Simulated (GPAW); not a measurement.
# GaN (F-43m) in GPAW: further runs, part 3 of 3

GPAW 26.7.0. The steps go on from the part before.

**5. Band structure, C09-vdW, spin-orbit coupling, no magnetisation**

run.py

```python
import numpy as np
import spglib
from ase import Atoms
from ase.dft.bandgap import bandgap
from ase.io import read, write
from gpaw import GPAW, PW
from gpaw.spinorbit import soc_eigenstates

atoms = read('GaN.cif')
cell, positions, numbers = spglib.find_primitive(
    (atoms.cell[:], atoms.get_scaled_positions(), atoms.numbers), symprec=1e-4)
atoms = Atoms(numbers, cell=cell, scaled_positions=positions, pbc=True)

calc = GPAW(mode=PW(800),
            xc={'name': 'C09-vdW', 'backend': 'libvdwxc'},
            kpts={'size': (10, 10, 10), 'gamma': True},
            occupations={'name': 'fermi-dirac', 'width': 0.05},
            nbands=11,
            convergence={'density': 1e-05, 'energy': 1e-05},
            maxiter=150,
            txt='gpaw.txt')
atoms.calc = calc
energy = atoms.get_potential_energy()
forces = atoms.get_forces()
calc.write('gs.gpw')
write('result.traj', atoms)
print(f'Energy: {energy:.6f} eV')
print('Forces (eV/A):')
print(forces.round(4))
print('Fermi level:', round(calc.get_fermi_level(), 4), 'eV')
print(f'Gap: {bandgap(calc)[0]:.4f} eV, direct: {bandgap(calc, direct=True)[0]:.4f} eV')

path = atoms.cell.bandpath('GXWKGLUWLK,UX', npoints=80, eps=1e-4)
bs_calc = calc.fixed_density(kpts=path, symmetry='off', nbands=19,
                             convergence={'bands': 'CBM+6.0', 'eigenstates': 1e-6}, txt='bands.txt')
bs = bs_calc.band_structure()
bs.write('bs.json')
print(f'Gap on the path: {bandgap(bs_calc)[0]:.4f} eV')

soc = soc_eigenstates(bs_calc, theta=90, phi=45)
np.savetxt('soc_bands.dat', soc.eigenvalues(), fmt='%.4f')
mesh = soc_eigenstates('gs.gpw', theta=90, phi=45)
np.savetxt('soc_mesh.dat', mesh.eigenvalues(), fmt='%.4f')
print('Fermi level with spin-orbit coupling:', round(mesh.fermi_level, 4), 'eV')
```

GaN.cif

```cif
data_GaN
_cell_length_a 4.50700122
_cell_length_b 4.50700122
_cell_length_c 4.50700122
_cell_angle_alpha 90.00000000
_cell_angle_beta 90.00000000
_cell_angle_gamma 90.00000000
_space_group_name_H-M_alt 'F-43m'
_space_group_name_Hall 'F -4 2 3'
_space_group_IT_number 216
loop_
_space_group_symop_operation_xyz
'x,y,z'
'y,-x,-z'
'-x,-y,z'
'-y,x,-z'
'x,-y,-z'
'y,x,z'
'-x,y,-z'
'-y,-x,z'
'z,x,y'
'-z,y,-x'
'z,-x,-y'
'-z,-y,x'
'-z,x,-y'
'z,y,x'
'-z,-x,y'
'z,-y,-x'
'y,z,x'
'-x,-z,y'
'-y,z,-x'
'x,-z,-y'
'-y,-z,x'
'x,z,y'
'y,-z,-x'
'-x,z,-y'
'x,y+1/2,z+1/2'
'y,-x+1/2,-z+1/2'
'-x,-y+1/2,z+1/2'
'-y,x+1/2,-z+1/2'
'x,-y+1/2,-z+1/2'
'y,x+1/2,z+1/2'
'-x,y+1/2,-z+1/2'
'-y,-x+1/2,z+1/2'
'z,x+1/2,y+1/2'
'-z,y+1/2,-x+1/2'
'z,-x+1/2,-y+1/2'
'-z,-y+1/2,x+1/2'
'-z,x+1/2,-y+1/2'
'z,y+1/2,x+1/2'
'-z,-x+1/2,y+1/2'
'z,-y+1/2,-x+1/2'
'y,z+1/2,x+1/2'
'-x,-z+1/2,y+1/2'
'-y,z+1/2,-x+1/2'
'x,-z+1/2,-y+1/2'
'-y,-z+1/2,x+1/2'
'x,z+1/2,y+1/2'
'y,-z+1/2,-x+1/2'
'-x,z+1/2,-y+1/2'
'x+1/2,y,z+1/2'
'y+1/2,-x,-z+1/2'
'-x+1/2,-y,z+1/2'
'-y+1/2,x,-z+1/2'
'x+1/2,-y,-z+1/2'
'y+1/2,x,z+1/2'
'-x+1/2,y,-z+1/2'
'-y+1/2,-x,z+1/2'
'z+1/2,x,y+1/2'
'-z+1/2,y,-x+1/2'
'z+1/2,-x,-y+1/2'
'-z+1/2,-y,x+1/2'
'-z+1/2,x,-y+1/2'
'z+1/2,y,x+1/2'
'-z+1/2,-x,y+1/2'
'z+1/2,-y,-x+1/2'
'y+1/2,z,x+1/2'
'-x+1/2,-z,y+1/2'
'-y+1/2,z,-x+1/2'
'x+1/2,-z,-y+1/2'
'-y+1/2,-z,x+1/2'
'x+1/2,z,y+1/2'
'y+1/2,-z,-x+1/2'
'-x+1/2,z,-y+1/2'
'x+1/2,y+1/2,z'
'y+1/2,-x+1/2,-z'
'-x+1/2,-y+1/2,z'
'-y+1/2,x+1/2,-z'
'x+1/2,-y+1/2,-z'
'y+1/2,x+1/2,z'
'-x+1/2,y+1/2,-z'
'-y+1/2,-x+1/2,z'
'z+1/2,x+1/2,y'
'-z+1/2,y+1/2,-x'
'z+1/2,-x+1/2,-y'
'-z+1/2,-y+1/2,x'
'-z+1/2,x+1/2,-y'
'z+1/2,y+1/2,x'
'-z+1/2,-x+1/2,y'
'z+1/2,-y+1/2,-x'
'y+1/2,z+1/2,x'
'-x+1/2,-z+1/2,y'
'-y+1/2,z+1/2,-x'
'x+1/2,-z+1/2,-y'
'-y+1/2,-z+1/2,x'
'x+1/2,z+1/2,y'
'y+1/2,-z+1/2,-x'
'-x+1/2,z+1/2,-y'
loop_
_atom_site_label
_atom_site_type_symbol
_atom_site_symmetry_multiplicity
_atom_site_Wyckoff_symbol
_atom_site_fract_x
_atom_site_fract_y
_atom_site_fract_z
_atom_site_occupancy
Ga1 Ga 4 a 0.0000000000 0.0000000000 0.0000000000 1
N1 N 4 d 0.2500000000 0.2500000000 0.7500000000 1
```

Potentials or basis: GPAW PAW data sets (gpaw-data 1.2.1), pw.

On the command line:

```
$ OMP_NUM_THREADS=1 python run.py
```

gpaw.txt:

```text
__  _  _
 | _ |_)|_||  |
 |__||  | ||/\| - 26.7.0

Input parameters:
  mode=PW(ecut=800.0),
  convergence={'density': 1e-05, 'energy': 1e-05},
  kpts=MonkhorstPack(size=(10, 10, 10), gamma=True),
  maxiter=150,
  nbands=11,
  occupations=Occupations(name='fermi-dirac', width=0.05),
  xc=XC(name='C09-vdW', backend='libvdwxc')

Diagonalizing LCAO Hamiltonian
Converting LCAO to pw mode

                  N

       Ga

Atoms  # Å, Bohr magnetons
|   | symbol |        x |        y |        z |    initial magnetic moments |
|---|--------|----------|----------|----------|-----------------------------|
| 0 |     Ga | 0.000000 | 0.000000 | 0.000000 | ( 0.0000,  0.0000,  0.0000) |
| 1 |      N | 3.380251 | 3.380251 | 3.380251 | ( 0.0000,  0.0000,  0.0000) |

Unit cell  # Å
| periodic |        x |        y |        z |  lengths |    angles |
|----------|----------|----------|----------|----------|-----------|
|      yes | 0.000000 | 2.253501 | 2.253501 | 3.186931 | 60.000000 |
|      yes | 2.253501 | 0.000000 | 2.253501 | 3.186931 | 60.000000 |
|      yes | 2.253501 | 2.253501 | 0.000000 | 3.186931 | 60.000000 |

Number of symmetries: 24
Symmetry operations  # r_c * U_cc + t_c -> r_c
|    | kind |            matrix            |
|----|------|------------------------------|
|  0 |  E   |  1, 0, 0,  0, 1, 0,  0, 0, 1 |
|  1 |  σ   |  1, 0, 0,  0, 0, 1,  0, 1, 0 |
|  2 |  σ   |  1, 0,-1,  0, 1,-1,  0, 0,-1 |
|  3 |  C3  |  1, 0,-1,  0, 0,-1,  0, 1,-1 |
|  4 |  C3  |  1,-1, 0,  0,-1, 1,  0,-1, 0 |
|  5 |  σ   |  1,-1, 0,  0,-1, 0,  0,-1, 1 |
|  6 |  σ   |  0, 1, 0,  1, 0, 0,  0, 0, 1 |
|  7 |  C3  |  0, 1, 0,  0, 0, 1,  1, 0, 0 |
|  8 |  C2  |  0, 1,-1,  1, 0,-1,  0, 0,-1 |
|  9 |  S4  |  0, 1,-1,  0, 0,-1,  1, 0,-1 |
| 10 |  C3  |  0, 0, 1,  1, 0, 0,  0, 1, 0 |
| 11 |  σ   |  0, 0, 1,  0, 1, 0,  1, 0, 0 |
| 12 |  S4  |  0, 0,-1,  1, 0,-1,  0, 1,-1 |
| 13 |  C3  |  0, 0,-1,  0, 1,-1,  1, 0,-1 |
| 14 |  S4  |  0,-1, 1,  1,-1, 0,  0,-1, 0 |
| 15 |  C2  |  0,-1, 1,  0,-1, 0,  1,-1, 0 |
| 16 |  C3  |  0,-1, 0,  1,-1, 0,  0,-1, 1 |
| 17 |  S4  |  0,-1, 0,  0,-1, 1,  1,-1, 0 |
| 18 |  S4  | -1, 1, 0, -1, 0, 1, -1, 0, 0 |
| 19 |  C3  | -1, 1, 0, -1, 0, 0, -1, 0, 1 |
| 20 |  C3  | -1, 0, 1, -1, 1, 0, -1, 0, 0 |
| 21 |  S4  | -1, 0, 1, -1, 0, 0, -1, 1, 0 |
| 22 |  σ   | -1, 0, 0, -1, 1, 0, -1, 0, 1 |
| 23 |  C2  | -1, 0, 0, -1, 0, 1, -1, 1, 0 |

BZ-sampling:
  Number of BZ points: 1000
  Number of IBZ points: 47

  Monkhorst-Pack size: [10, 10, 10]
  Monkhorst-Pack shift: [0.05, 0.05, 0.05]

K-points  # in reciprocal-cell coordinates
|     |                                coordinates |     weight |
|-----|--------------------------------------------|------------|
|   0 | (  0.00000000,   0.00000000,   0.00000000) | 0.00100000 |
|   1 | (  0.10000000,   0.10000000,   0.00000000) | 0.00600000 |
|   2 | (  0.10000000,   0.10000000,   0.10000000) | 0.00800000 |
|   3 | (  0.20000000,   0.10000000,   0.10000000) | 0.01200000 |
|   4 | (  0.20000000,   0.20000000,   0.00000000) | 0.00600000 |
|   5 | (  0.20000000,   0.20000000,   0.10000000) | 0.02400000 |
|   6 | (  0.20000000,   0.20000000,   0.20000000) | 0.00800000 |
|   7 | (  0.30000000,   0.20000000,   0.10000000) | 0.02400000 |
|   8 | (  0.30000000,   0.20000000,   0.20000000) | 0.02400000 |
|   9 | (  0.30000000,   0.30000000,   0.00000000) | 0.00600000 |
| ... |                                            |            |
|  46 | (  0.50000000,   0.50000000,   0.50000000) | 0.00400000 |

Plane wave coefficients: 1243
Cutoff: 800.0 eV

Spin-components: 1 (collinear spins)
Bands:           11
Projectors:      10
Spin-degeneracy: 2
Datatype:        complex128

Parallelization:
  kpt:    1
  domain: 1
  band:   1

Density:
  Valence electrons: 8.0
  Components: 1
  Grid points: [21 21 21]
  Charge: 0.0  # |e|

Potential:
  Grid points: [21 21 21]

species:
  Ga:
    name:    Gallium
    Z:       31.0
    valence: 3
    core:    28
    charge:  0.0  # [|e|]
    compensation charges:
      type: gauss
      rc: 0.37  # [Å]
      lmax: 2
    cutoffs:
      filter: 2.06  # [Å]
      core: 4.17  # [Å]
    projectors
    | kind |    occ | energy [eV] | rcut [Å] |
    |------|--------|-------------|----------|
    |   4s |  2.000 |      -8.945 |    1.164 |
    |   4p |  1.000 |      -2.580 |    1.164 |
    |    s |        |      18.266 |    1.164 |
    |    p |        |      24.631 |    1.164 |
    |    d |        |       0.000 |    1.164 |

    Using partial waves for Ga as LCAO basis

  N:
    name:    Nitrogen
    Z:       7.0
    valence: 5
    core:    2
    charge:  0.0  # [|e|]
    compensation charges:
      type: gauss
      rc: 0.18  # [Å]
      lmax: 2
    cutoffs:
      filter: 1.11  # [Å]
      core: 0.96  # [Å]
    projectors
    | kind |    occ | energy [eV] | rcut [Å] |
    |------|--------|-------------|----------|
    |   2s |  2.000 |     -18.583 |    0.603 |
    |   2p |  3.000 |      -7.089 |    0.529 |
    |    s |        |       8.629 |    0.603 |
    |    p |        |      20.123 |    0.529 |
    |    d |        |       0.000 |    0.577 |

    Using partial waves for N as LCAO basis

Reference energy: -54366.393033  # eV

eigensolver:
  PPCG
  Converge bands: occupied
  niter=2

density mixing:
  MSR1-Mixer
  Pratt-step length: 0.05
  Maximum mixing coefficient: 0.75
  Old densities: 10
  SVD Regularization: 0.005
  Good broyden scale: 1.0
  Trust region scale: 1.0
  Backstep threshold: 4.0
  History deletion threshold: 6.0
  Fourier metric: weight=20.0, sigma=0.015

occupation numbers:
  Fermi-Dirac:
    width: 0.0500  # eV

poisson solver:
  ecut: 6400.0  # eV

xc functional:
  name: vdW-C09 with libvdwxc
  Mode: serial
  Semilocal: GGA_X_C09X+LDA_C_PW with 2 nearest neighbor stencil
  Corresponding non-local functional: vdW-DF
  Local blocksize: 42 x 42 x 42
  PAW datasets: PBE

convergence criteria:
- Maximum integral of absolute [dens]ity change: 1e-05 electrons / valence electron
- Maximum [total energy] change in last 3 cyles: 1e-05 eV / valence electron
- Maximum integral of absolute [eigenst]ate change: 4e-08 eV^2 / valence electron
maximum number of iterations: 150

SCF iterations
|iter     | |      energy | eigst |  dens |
|---------|-|-------------|-------|-------|
|iter:   1| |   14.670152 | -0.18 |       |
|iter:   2| |   15.139373 | -2.04 | -0.57 |
|iter:   3| |   16.399192 | -0.73 | -0.63 |
|iter:   4| |   16.404112 | -3.20 | -1.30 |
|iter:   5| |   16.405148 | -3.55 | -1.57 |
|iter:   6| |   16.405139 | -5.81 | -2.85 |
|iter:   7| |   16.405132c| -6.36 | -3.19 |
|iter:   8| |   16.405132c| -8.30c| -4.38 |
|iter:   9| |   16.405132c| -8.38c| -5.02c|

Converged in 9 steps
Energy contributions relative to reference atoms: (reference = -54366.393033)

Energy contributions:
  Kinetic:          33.397953
  Coulomb:         -29.437431
  Zero:              0.137432
  External:          0.000000
  Xc:               12.307179
  Entropy:          -0.000000
  Spinorbit:         0.000000
  ----------------------------
  Free energy:      16.405132
  Extrapolated:     16.405132

dipole moment: (-10.152510, -10.152510, -10.152510)  # |e|*Ang

Fermi level: 7.219
Eigenvalues  # (at kpt = [0.000, 0.000, 0.000])
| band index |      eig [eV] | occ [0-2] |
|------------|---------------|-----------|
|          0 |        -9.521 |     2.000 |
|          1 |         6.267 |     2.000 |
|          2 |         6.267 |     2.000 |
|          3 |         6.267 |     2.000 |
|          4 |         8.136 |     0.000 |
|          5 |        16.624 |     0.000 |
|          6 |        16.624 |     0.000 |
|          7 |        16.624 |     0.000 |
|          8 |        23.895 |     0.000 |
|          9 |        24.575 |     0.000 |
|         10 |        24.607 |     0.000 |

Gap: 1.868 eV
Transition (v -> c):
  (s=0, k=0, n=3, [0.00, 0.00, 0.00]) -> (s=0, k=0, n=4, [0.00, 0.00, 0.00])
No difference between direct/indirect transitions

Forces  # eV/Ang
|        x |       y |       z |
|----------|---------|---------|
| -0.00000 | 0.00000 | 0.00000 |  # Ga   0
| -0.00000 | 0.00000 | 0.00000 |  # N    1

# Writing to gs.gpw (mode='')
```

It took 47 s on 1 thread of Arm Neoverse N1, shared host; peak memory 0.26 GiB.

Results:

```
Free energy             : 16.4051 eV
Band gap on the k mesh  : 1.86 eV, direct
Band gap along the path : 1.86 eV, direct
```

Levels at the corners of the path, in eV from the valence-band top:
```tsv
point	band 4	band 5	band 6	band 7	band 8	band 9	band 10	band 11	band 12
Γ	-0.03	0.00	0.00	0.00	0.00	1.86	1.86	10.12	10.12
X	-6.19	-2.69	-2.69	-2.64	-2.64	3.32	3.32	6.71	6.71
W	-5.62	-3.80	-3.79	-3.63	-3.57	6.22	6.23	8.50	8.51
K	-5.83	-4.31	-4.27	-2.15	-2.15	4.99	4.99	7.95	7.95
Γ	-0.03	0.00	0.00	0.00	0.00	1.86	1.86	10.12	10.12
L	-7.01	-0.98	-0.98	-0.94	-0.94	4.74	4.74	8.75	8.75
U	-5.83	-4.31	-4.27	-2.15	-2.15	4.99	4.99	7.95	7.95
W	-5.62	-3.80	-3.79	-3.63	-3.57	6.22	6.23	8.50	8.51
L	-7.01	-0.98	-0.98	-0.94	-0.94	4.74	4.74	8.75	8.75
K	-5.83	-4.31	-4.27	-2.15	-2.15	4.99	4.99	7.95	7.95
U	-5.83	-4.31	-4.27	-2.15	-2.15	4.99	4.99	7.95	7.95
X	-6.19	-2.69	-2.69	-2.64	-2.64	3.32	3.32	6.71	6.71
```

Caveat: spin-orbit coupling was added after a scalar SCF, so levels and gaps hold it while energy, forces, pressure and moments don't; this program's spin-orbit splittings come out too wide for heavy elements; the PAW data sets were made with another functional, which shifts forces and pressure a little.

**6. The runs side by side**

```tsv
task	level	potentials or basis	spin	band path	band points	spin axis theta (degrees)	spin axis phi (degrees)	soc after scf	gap on the mesh (eV)	V0 of scaled cells (Å³/atom)	B0 (GPa)
equation of state	revPBE+D3	the program's PAW data sets (release 1.2.1) made for this functional, pw	off	-	-	-	-	-	-	11.97	189
band structure	vdW-DF2	GPAW PAW data sets (gpaw-data 1.2.1), pw	SOC, no magnetisation	GXWKGLUWLK,UX	100	0	0	second variation	1.98	-	-
equation of state	LDA	PAW data sets generated in the run's folder for this functional, pw	off	-	-	-	-	-	-	11.52	213
band structure	C09-vdW	GPAW PAW data sets (gpaw-data 1.2.1), pw	SOC, no magnetisation	GXWKGLUWLK,UX	80	90	45	second variation	1.86	-	-
```

Alike in all rows: cell as given; k mesh 10 × 10 × 10; cutoff (eV) 800; smearing fermi-dirac 0.05 eV.

Caveats: the data sets keep Ga 3d, Li 1s and Be 1s frozen, and some such compounds lay over 1.5 % in volume off other programs (some runs); spin-orbit coupling was added after a scalar SCF, so levels and gaps hold it while energy, forces, pressure and moments don't (some runs); this program's spin-orbit splittings come out too wide for heavy elements (some runs); the PAW data sets were made with another functional, which shifts forces and pressure a little (some runs).

Absolute energies hang on the potentials; compare differences alone.

**7. Against experiment**

Step 3. A measured gap of GaN is 3.299 eV (direct; 0 K; a printed reference work, textbook); the calculated 1.98 eV misses it by -1.32 eV. The value is that of vdW-DF2, without temperature or zero-point motion. The cell is a database's relaxed one, not the measured one, which moves gaps too.

Step 5. Against the measured gap of GaN, 3.299 eV (direct; 0 K; a printed reference work, textbook), the calculated 1.86 eV is off by -1.44 eV. The value is that of C09-vdW, without temperature or zero-point motion. The cell is a database's relaxed one, not the measured one, which moves gaps too.
